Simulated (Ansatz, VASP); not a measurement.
Two plane-wave programs on NaF (Villiaumite)

```xyz
2
Lattice="0.0000 2.3200 2.3200 2.3200 0.0000 2.3200 2.3200 2.3200 0.0000" Properties=species:S:1:pos:R:3 pbc="T T T"
Na    0.0000    0.0000    0.0000
F     2.3200    2.3200    2.3200
```

Alike in both runs: task single point; functional PBEsol; k mesh 6 × 6 × 6; occupations gaussian, width 0.1 eV; no spin polarisation.

|  | VASP | Ansatz |
| --- | --- | --- |
| version | VASP 6.6.1 | Ansatz 0.2.0 |
| potentials or method | VASP PAW PBE potentials, release 64 (Na_pv, F) | scalar-relativistic, plane waves, PAW |
| plane-wave cutoff (eV) | 520 | 420 |
| valence electrons in the cell | 14 | 16 |

```tsv
	VASP	Ansatz	Ansatz less VASP
gap on the k mesh at the Fermi level (eV)	6.14	6.16	+0.020
least direct gap on the mesh (eV)	6.14	6.16	+0.020
pressure (GPa)	-0.3	-0.3	0.00
```

The two sets of potentials don't hold the same shells in valence.

Caveats: the PAW data sets were made with another functional, which shifts forces and pressure a little (VASP).
